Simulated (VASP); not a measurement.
# OH2 in VASP: a series of runs

One molecule, OH2, is run at these levels: PBE, LDA, r2SCAN, PBE+D3(BJ); tasks: relaxation of the atoms.

All numbers are computed with VASP 6.6.1; they aren't measurements. Logs are shortened: lines on timing, memory, paths and dates and some standing lists are left out, and cuts for length are marked.

**1. The molecule as given**

The cell holds a molecule in a box, 3 atoms: a = 10.000 Å, b = 10.500 Å, c = 11.000 Å, α = 90.00°, β = 90.00°, γ = 90.00°.

**2. Relaxation of the atoms, PBE**

Contents of INCAR:

```
SYSTEM = H2O
PREC = Accurate ; ENCUT = 520
EDIFF = 1E-7 ; ISMEAR = 0
SIGMA = 0.05 ; LREAL = .FALSE.
LASPH = .TRUE. ; NELM = 60
ALGO = Normal ; ISIF = 2
LWAVE = .FALSE. ; LCHARG = .FALSE.
GGA = PE ; IBRION = 2
NSW = 60 ; EDIFFG = -0.02
```

Contents of KPOINTS:

```
regular mesh
0
G
  1 1 1
  0 0 0
```

Contents of POSCAR:

```
H2O
1.0
   10.0000000000      0.0000000000      0.0000000000
    0.0000000000     10.5000000000      0.0000000000
    0.0000000000      0.0000000000     11.0000000000
O H
1 2
Direct
    0.5000000000      0.5000000000      0.5271049545
    0.5000000000      0.5726894286      0.4728950455
    0.5000000000      0.4273105714      0.4728950455
```

Potentials or basis: VASP PAW PBE potentials, release 64 (O, H).

Launch:

```
$ cat potpaw_PBE.64/O/POTCAR potpaw_PBE.64/H/POTCAR > POTCAR
$ mpirun -np 1 vasp_std > vasp.out
```

OUTCAR:

```text
SYSTEM = H2O
   PREC = Accurate
   ENCUT = 520
   EDIFF = 1E-7
   ISMEAR = 0
   LREAL = .FALSE.
   LASPH = .TRUE.
   NELM = 60
   ISIF = 2
   GGA = PE
   IBRION = 2
   NSW = 60
   EDIFFG = -0.02

 ion  position               nearest neighbor table
   1  0.500  0.500  0.527-   2 0.97   3 0.97
   2  0.500  0.573  0.473-   1 0.97
   3  0.500  0.427  0.473-   1 0.97

  LATTYP: Found a simple orthorhombic cell.
 ALAT       =    10.0000000000
 B/A-ratio  =     1.0500000000
 C/A-ratio  =     1.1000000000

  Lattice vectors:

 A1 = (  10.0000000000,   0.0000000000,   0.0000000000)
 A2 = (   0.0000000000,  10.5000000000,   0.0000000000)
 A3 = (   0.0000000000,   0.0000000000,  11.0000000000)

Analysis of symmetry for initial positions (statically):
=====================================================================
 Subroutine PRICEL returns:
 Original cell was already a primitive cell.

 Routine SETGRP: Setting up the symmetry group for a
 simple orthorhombic supercell.

 Subroutine GETGRP returns: Found  4 space group operations
 (whereof  4 operations were pure point group operations)
 out of a pool of  8 trial point group operations.

The static configuration has the point symmetry C_2v.

Analysis of symmetry for dynamics (positions and initial velocities):
=====================================================================
 Subroutine PRICEL returns:
 Original cell was already a primitive cell.

 Routine SETGRP: Setting up the symmetry group for a
 simple orthorhombic supercell.

 Subroutine GETGRP returns: Found  4 space group operations
 (whereof  4 operations were pure point group operations)
 out of a pool of  8 trial point group operations.

The dynamic configuration has the point symmetry C_2v.

 Subroutine INISYM returns: Found  4 space group operations
 (whereof  4 operations are pure point group operations),
 and found     1 'primitive' translations

----------------------------------------------------------------------------------------

                                     Primitive cell

  volume of cell :    1155.0000

  direct lattice vectors                    reciprocal lattice vectors
    10.000000000  0.000000000  0.000000000     0.100000000  0.000000000  0.000000000
[... 52 lines left out ...]
   NGX,Y,Z   is equivalent  to a cutoff of  13.30, 12.67, 12.70 a.u.
   NGXF,Y,Z  is equivalent  to a cutoff of  26.60, 25.33, 25.39 a.u.
 SYSTEM =  H2O
   PREC   = accura    normal or accurate (medium, high low for compatibility)
   ISTART =      0    job   : 0-new  1-cont  2-samecut
   ICHARG =      2    charge: 1-file 2-atom 10-const
   ISPIN  =      1    spin polarized calculation?
   LNONCOLLINEAR =      F non collinear calculations
   LSORBIT =      F    spin-orbit coupling
   LASPH  =      T    aspherical Exc in radial PAW
   ENCUT  =  520.0 eV  38.22 Ry    6.18 a.u.  18.59 19.52 20.45*2*pi/ulx,y,z
   NELM   =     60;   NELMIN=  2; NELMDL= -5     # of ELM steps
   EDIFF  = 0.1E-06   stopping-criterion for ELM
   LREAL  =      F    real-space projection
   EDIFFG = -.2E-01   stopping-criterion for IOM
   NSW    =     60    number of steps for IOM
   IBRION =      2    ionic relax: 0-MD 1-quasi-New 2-CG
   NFREE  =      1    steps in history (QN), initial steepest desc. (CG)
   ISIF   =      2    stress and relaxation
   ISYM   =      2    0-nonsym 1-usesym 2-fastsym
   POTIM  = 0.5000    time-step for ionic-motion
   TEBEG  =    0.0;   TEEND  =   0.0 temperature during run
   PSTRESS=    0.0 pullay stress
   NELECT =       8.0000    total number of electrons
   NUPDOWN=      -1.0000    fix difference up-down
   EMIN   =  10.00;   EMAX   =-10.00  energy-range for DOS
   EFERMI =   0.00;   METHOD = LEGACY
   ISMEAR =     0;   SIGMA  =   0.05  broadening in eV -4-tet -1-fermi 0-gaus
   EFERMI_NEDOS =   21; number of points for ismear=-14 and -15
   IALGO  =     38    algorithm
   IMIX   =      4    mixing-type and parameters
     AMIX     =   0.40;   BMIX     =  1.00
     AMIX_MAG =   1.60;   BMIX_MAG =  1.00
  volume/ion in A,a.u.               =     385.00      2598.11
  Fermi-wavevector in a.u.,A,eV,Ry     =   0.312064  0.589716  1.324992  0.097384
  Thomas-Fermi vector in A             =   1.191176
   LORBIT       =      0    0 simple, 1 ext, 2 COOP (PROOUT), +10 PAW based schemes
   GGA     = PE    functional components
   LHFCALC =     F    Hartree Fock is set to
   AEXX    =    0.0000 exact exchange contribution
   IVDW    =     0    specifies the selected vdW correction
   LEPSILON=     F    determine dielectric tensor
   LRPA    =     F    only Hartree local field effects (RPA)
 conjugate gradient relaxation of ions
 non-spin polarized calculation
 Gauss-broadening in eV      SIGMA  =   0.05
  energy-cutoff  :      520.00
  volume of cell :     1155.00
 maximum number of plane-waves:     31095
 NGX is ok and might be reduce to    80
   NGX = 37   NGY = 39   NGZ = 41

--------------------------------------- Ionic step        1  -------------------------------------------

 number of electron       8.0000000 magnetization

 Free energy of the ion-electron system (eV)
  ---------------------------------------------------
  ext. energy  EPLUGINS =         0.00000000
  ---------------------------------------------------
  free energy    TOTEN  =       -14.23265426 eV

  energy without entropy =      -14.23265426  energy(sigma->0) =      -14.23265426

------------------------ aborting loop because EDIFF is reached ----------------------------------------

  FORCE on cell =-STRESS in cart. coord.  units (eV):
  Direction    XX          YY          ZZ          XY          YZ          ZX
  --------------------------------------------------------------------------------------
  -------------------------------------------------------------------------------------
  Total       -0.0545844      0.2006058      0.0110432      0.0000000      0.0000000      0.0000000
  in kB       -0.0757176      0.2782737      0.0153188      0.0000000      0.0000000      0.0000000
  external PRESSURE =       0.0726249 kB  Pullay stress =       0.0000000 kB
[... 98 lines left out ...]
--------------------------------------- Ionic step        4  -------------------------------------------

 number of electron       8.0000000 magnetization

 Free energy of the ion-electron system (eV)
  ---------------------------------------------------
  ext. energy  EPLUGINS =         0.00000000
  ---------------------------------------------------
  free energy    TOTEN  =       -14.23338523 eV

  energy without entropy =      -14.23338523  energy(sigma->0) =      -14.23338523

 E-fermi :  -6.8424     XC(G=0):  -0.4753

 val. band max:       -7.1328552100   @ k =   0.0000   0.0000   0.0000
 cond. band min:      -0.9729354473   @ k =   0.0000   0.0000   0.0000
 fundamental gap:      6.1599197628
 Fermi energy:        -6.8424057688

 k-point     1 :       0.0000    0.0000    0.0000
  band No.  band energies     occupation
      1     -25.2143      2.00000
      2     -12.9968      2.00000
      3      -9.1983      2.00000
      4      -7.1329      2.00000
      5      -0.9729      0.00000
      6       0.4415      0.00000
      7       0.6705      0.00000
      8       0.9604      0.00000
[... 28 lines left out ...]
  FREE ENERGIE OF THE ION-ELECTRON SYSTEM (eV)
  ---------------------------------------------------
  free  energy   TOTEN  =       -14.2333852315 eV

  energy  without entropy=      -14.2333852315  energy(sigma->0) =      -14.23338523

 reached required accuracy - stopping structural energy minimisation
```

Wall time 2.9 min (1 thread of Intel Xeon 6975P-C (Granite Rapids), shared host); peak memory 1.1 GiB.

What came out:

```yaml
Free_energy: -14.2334 eV
Energy_gained_by_relaxing: 0.2 meV/atom
Ionic_steps: 4
Largest_force_after_relaxing: 0.017 eV/Å
Gap_between_the_frontier_levels: 6.16 eV
```

Forces on the atoms (eV/Å):
```
O    0.000  0.000 -0.017
H    0.000  0.011  0.009
H    0.000 -0.011  0.009
```

Step by step:
| step | energy change (eV) | largest force (eV/Å) | pressure (GPa) |
| --- | --- | --- | --- |
| 1 | 0.0000 | 0.1808 | 0.01 |
| 2 | 0.0034 | 0.5661 | -0.05 |
| 3 | -0.0005 | 0.0545 | -0.01 |
| 4 | -0.0007 | 0.0173 | -0.01 |

Final structure:
```cif
data_structure
_symmetry_space_group_name_H-M 'P 1'
_symmetry_Int_Tables_number 1
_cell_length_a 10.0000
_cell_length_b 10.5000
_cell_length_c 11.0000
_cell_angle_alpha 90.000
_cell_angle_beta 90.000
_cell_angle_gamma 90.000
_cell_volume 1155.00
loop_
_atom_site_label
_atom_site_type_symbol
_atom_site_fract_x
_atom_site_fract_y
_atom_site_fract_z
_atom_site_occupancy
O1 O 0.50000 0.50000 0.52711 1
H1 H 0.50000 0.57308 0.47289 1
H2 H 0.50000 0.42692 0.47289 1
```

**3. Relaxation of the atoms, LDA**

Contents of INCAR:

```
PREC = Accurate ; ENCUT = 520
EDIFF = 1E-6 ; ISMEAR = 0
SIGMA = 0.05 ; LREAL = False
LASPH = True ; NELM = 100
ALGO = Normal ; ISIF = 2
LWAVE = False ; LCHARG = False
GGA = CA ; IBRION = 2
NSW = 40 ; EDIFFG = -0.01
```

Contents of KPOINTS:

```
regular mesh
0
Gamma
  1 1 1
```

POSCAR is that of step 2.

Potentials or basis: VASP PAW LDA potentials, release 64 (O, H).

Launch:

```
$ cat potpaw_LDA.64/O/POTCAR potpaw_LDA.64/H/POTCAR > POTCAR
$ mpirun -np 1 vasp_std > vasp.out
```

Run time: 83 s. Hardware: 1 thread of Intel Xeon Platinum 8488C (Sapphire Rapids), shared host; peak memory 0.61 GiB.

Results (log left out):

```yaml
Free_energy: -14.8277 eV
Energy_gained_by_relaxing: 0.9 meV/atom
Ionic_steps: 5
Gap_between_the_frontier_levels: 6.30 eV
```

Forces in eV/Å, atoms in the order of the input:
```
O    0.000  0.000 -0.003
H    0.000 -0.002  0.001
H    0.000  0.002  0.001
```

The path:
| step | energy change (eV) | largest force (eV/Å) | pressure (GPa) |
| --- | --- | --- | --- |
| 1 | 0.0000 | 0.3217 | 0.02 |
| 2 | 0.0080 | 0.9016 | -0.07 |
| 3 | -0.0017 | 0.1410 | -0.01 |
| 4 | -0.0027 | 0.0417 | -0.01 |
| 5 | -0.0028 | 0.0028 | -0.01 |

Final structure:
```xyz
3
Lattice="10.0000 0.0000 0.0000 0.0000 10.5000 0.0000 0.0000 0.0000 11.0000" Properties=species:S:1:pos:R:3 pbc="T T T"
O     5.0000    5.2500    5.7945
H     5.0000    6.0242    5.2037
H     5.0000    4.4758    5.2037
```

Levels at points of the mesh, in eV from the valence-band top:
```tsv
k point	band 2	band 3	band 4	band 5	band 6	band 7
(0.00, 0.00, 0.00)	-5.83	-1.94	0.00	6.30	7.68	7.97
```

**4. Relaxation of the atoms, r2SCAN**

Contents of INCAR:

```
SYSTEM = H2O
PREC = Accurate
ENCUT = 520
EDIFF = 1E-6
ISMEAR = 0
SIGMA = 0.05
LREAL = .FALSE.
LASPH = .TRUE.
NELM = 60
ALGO = Normal
ISIF = 2
LWAVE = .FALSE.
LCHARG = .FALSE.
METAGGA = R2SCAN
LMIXTAU = .TRUE.
IBRION = 2
NSW = 60
EDIFFG = -0.01
```

Contents of KPOINTS:

```
Automatic mesh
0
G
  1 1 1
  0 0 0
```

POSCAR is that of step 3.

Potentials or basis: VASP PAW PBE potentials, release 64 (O, H).

Launch:

```
$ cat potpaw_PBE.64/O/POTCAR potpaw_PBE.64/H/POTCAR > POTCAR
$ mpirun -np 1 vasp_std > vasp.out
```

Run time: 11 min. Hardware: 1 thread of Intel Xeon 6975P-C (Granite Rapids), shared host; peak memory 1.3 GiB.

The run converged. Its results:

| Item | Value |
| --- | --- |
| Free energy | -15.3317 eV |
| Energy gained by relaxing | 0.5 meV/atom |
| Ionic steps | 5 |
| Gap between the frontier levels | 7.13 eV |

The path:
```
step  energy change (eV)  largest force (eV/Å)  pressure (GPa)
   1              0.0000                0.3553           -0.03
   2              0.0128                1.0849            0.07
   3             -0.0014                0.0360           -0.01
   4             -0.0015                0.0122           -0.01
   5             -0.0015                0.0010           -0.01
```

Final structure:
```cif
data_structure
_symmetry_space_group_name_H-M 'P 1'
_symmetry_Int_Tables_number 1
_cell_length_a 10.0000
_cell_length_b 10.5000
_cell_length_c 11.0000
_cell_angle_alpha 90.000
_cell_angle_beta 90.000
_cell_angle_gamma 90.000
_cell_volume 1155.00
loop_
_atom_site_label
_atom_site_type_symbol
_atom_site_fract_x
_atom_site_fract_y
_atom_site_fract_z
_atom_site_occupancy
O1 O 0.50000 0.50000 0.52659 1
H1 H 0.50000 0.57271 0.47315 1
H2 H 0.50000 0.42729 0.47315 1
```

Levels at points of the mesh, in eV from the valence-band top:
```tsv
k point	band 1	band 2	band 3	band 4	band 5	band 6	band 7	band 8
(0.00, 0.00, 0.00)	-19.10	-5.99	-2.07	0.00	7.13	8.18	8.67	8.72
```

Caveat: the PAW data sets were made with another functional, which shifts forces and pressure a little.

**5. Relaxation of the atoms, PBE+D3(BJ)**

Contents of INCAR:

```
ALGO = Fast
EDIFF = 1E-6
EDIFFG = -0.01
ENCUT = 520
GGA = PE
IBRION = 2
ISIF = 2
ISMEAR = 0
IVDW = 12
LASPH = True
LCHARG = False
LREAL = False
LWAVE = False
NELM = 100
NSW = 40
PREC = Accurate
SIGMA = 0.05
```

Contents of KPOINTS:

```
k-points
0
Gamma
  1 1 1
```

POSCAR is that of step 4.

Launch:

```
$ cat potpaw_PBE.64/O/POTCAR potpaw_PBE.64/H/POTCAR > POTCAR
$ mpirun -np 1 vasp_std > vasp.out
```

Run time: 2.7 min. Hardware: 1 thread of Intel Xeon 6975P-C (Granite Rapids), shared host; peak memory 1.1 GiB.

Results (log left out):

- Free energy: -14.2433 eV
- Energy gained by relaxing: 0.2 meV/atom
- Ionic steps: 6
- Gap between the frontier levels: 6.16 eV
- Dispersion energy per atom: -0.003 eV

Step by step:
```tsv
step	energy change (eV)	largest force (eV/Å)	pressure (GPa)
1	0.0000	0.1806	0.01
2	0.0034	0.5642	-0.05
3	-0.0005	0.0550	-0.01
4	-0.0007	0.0182	-0.01
5	-0.0007	0.0128	-0.01
6	-0.0007	0.0003	-0.01
```

Final structure:
```xyz
3
Lattice="10.0000 0.0000 0.0000 0.0000 10.5000 0.0000 0.0000 0.0000 11.0000" Properties=species:S:1:pos:R:3 pbc="T T T"
O     5.0000    5.2500    5.7974
H     5.0000    6.0183    5.2022
H     5.0000    4.4817    5.2022
```

Levels at points of the mesh, in eV from the valence-band top:
```csv
k point,band 1,band 2,band 3,band 4,band 5,band 6,band 7,band 8
"(0.00, 0.00, 0.00)",-18.08,-5.87,-2.06,0.00,6.16,7.55,7.80,8.10
```

**6. Overview**

| level | potentials or basis | gap on the mesh (eV) |
| --- | --- | --- |
| PBE | VASP PAW PBE potentials, release 64 (O, H) | 6.16 |
| LDA | VASP PAW LDA potentials, release 64 (O, H) | 6.30 |
| r2SCAN | VASP PAW PBE potentials, release 64 (O, H) | 7.13 |
| PBE+D3(BJ) | VASP PAW PBE potentials, release 64 (O, H) | 6.16 |

Alike in all rows: task relaxation of the atoms; no spin polarisation; cell atoms relaxed; k mesh 1 × 1 × 1; cutoff (eV) 520; smearing gaussian 0.05 eV.

Caveats: the PAW data sets were made with another functional, which shifts forces and pressure a little (some runs).

Total energies depend on the potentials used, so only differences within one code and one set of settings carry meaning.
